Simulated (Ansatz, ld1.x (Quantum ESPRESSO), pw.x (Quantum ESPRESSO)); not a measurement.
From atom to crystal: RRKJ potential for scandium (Sc)

- Element: Sc (Z = 21)
- Generator: ld1.x (Quantum ESPRESSO) 7.5
- Type: norm-conserving RRKJ (Kleinman–Bylander form)
- Functional: PBE
- Relativity: scalar-relativistic
- Frozen core: [Ne] 3s2
- Valence charge: 9
- Reference configuration: 3p6 3d1 4s0.5 4p0 (charge +1.5)
- Partial waves: 3p (bound): rc 1.20 bohr; 3d (bound): rc 1.55 bohr; 4s (bound): rc 2.00 bohr
- Local potential: the s channel
- Core correction: Bessel-smoothed model core, default radius (core density twice the valence density)
- rho0: 0.001

Atomic tests: cutoffs needed: 90 Ry and 110 Ry (the cutoffs (Ry, on a coarse ladder) from which the occupation-weighted sum of valence levels, in a spherical-Bessel basis at the reference potential, stays within 10 and 1 mRy of its value at 400 Ry); ghost test: no extra level below or beside the all-electron valence levels (p, d, s, f tested) (spherical-Bessel basis up to 400 Ry, 20 bohr box); largest excitation error: -646 meV (all-electron minus pseudo) for 3p6 3d0 4s2 4p1, out of 7 test configurations.

Crystal test: diamond Sc in pw.x 7.5, no spin, 8³ k-points, Fermi–Dirac smearing 0.01 Ry, cutoffs 135/540 Ry. The reference is all-electron LAPW (Ansatz 0.2.0) with the same functional, mesh and smearing; V0 and B0 come from Birch–Murnaghan fits to the pressures at five volumes. Errors are pseudo minus all-electron; Δ is the rms difference of the E(V) curves that follow from these fits, minima aligned, over ±6 % about the mean V0. Mesh and smearing are coarse, so the numbers serve the comparison and aren't converged zero-temperature values; the lattice is a test structure that the element need not adopt.

All-electron: a0 = 6.658 Å (V0 = 36.90 Å³/atom), B0 = 7.9 GPa.

How far does the potential miss the all-electron equation of state?

mean pressure error (GPa): +1.67. The pressure does not cross zero within the volumes sampled, so no fit is given. This is a poor potential for the solid. The free energy does not fall steadily as the cutoff rises, most likely since the density grid, which shrinks with it, is too coarse for the model core; the lower cutoffs are not converged. The logarithmic derivative shows an extra or strongly shifted pseudo pole above the reference energy (s near 0.17 Ry).

| V (Å³/atom) | P all-electron (GPa) | P pseudo (GPa) |
| --- | --- | --- |
| 35.067 | 0.42 | 2.33 |
| 35.990 | 0.20 | 1.96 |
| 36.913 | -0.00 | 1.64 |
| 37.836 | -0.19 | 1.35 |
| 38.759 | -0.37 | 1.08 |

At the middle volume, how do free energy and pressure move when the wave cutoff is lowered (ecutrho kept at four times it)?

| cutoff (Ry) | shift of F (meV/atom) | shift of P (GPa) |
| --- | --- | --- |
| 61 | +783.3 | -19.31 |
| 81 | +46.3 | +1.08 |
| 108 | -8.0 | -0.66 |

The run at the middle volume (29 k-points, 20 iterations) took about 4.6 min on one core of a shared host (Intel(R) Xeon(R) Platinum 8259CL CPU @ 2.50GHz, 96 threads, 755 GiB, load 68).
